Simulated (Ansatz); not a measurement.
**Ligand exchange: SiH2(CH3)(OH) + C4H10O → SiH(CH3)(OH)2 + C4H10**

Species: SiH2(CH3)(OH), singlet; C4H10O (tert-butanol) `CC(C)(C)O`, singlet; SiH(CH3)(OH)2, singlet; C4H10 `CC(C)C`, singlet. The partners trade H for OH: Si–H and C–OH bonds give way to Si–OH and C–H.

Shapes, held fixed at every level: PBE0-D4/def2-TZVP. Flexible molecules stand in one conformer, not always the lowest. Programs: Ansatz 0.2.0. Electronic energies: no zero-point or thermal term.

```
               level                    kind  ΔE (kJ/mol)  less CCSD(T)/CBS estimate  CPU time (sum over the molecules)
       HF/def2-TZVPP            Hartree–Fock       -183.4                       -4.8                                  –
  PBE0-D4/def2-TZVPP           global hybrid       -174.2                       +4.4                               38 s
  wB97X-V/def2-TZVPP  range-separated hybrid       -172.5                       +6.1                               87 s
    CCSD(T)/def2-SVP   coupled cluster or CI       -154.2                      +24.4                               78 s
  CCSD(T)/def2-TZVPP   coupled cluster or CI       -176.8                       +1.8                            5.9 min
     CCSD/def2-TZVPP   coupled cluster or CI       -178.8                       -0.2                                  –
CCSD(T)/CBS estimate   coupled cluster or CI       -178.6                        0.0                              8 min
```

The highest level, CCSD(T)/CBS estimate, gives ΔE = -178.6 kJ/mol; the levels span -183.4 to -154.2. The column of differences is taken from that level and isn't an error. No measured value is set beside it here. The CBS estimate extrapolates MP2 from def2-TZVPP and def2-QZVPP and adds CCSD(T) − MP2 in the triple-zeta set, cores frozen. Times are processor times on shared x86 and Arm servers, and rough.
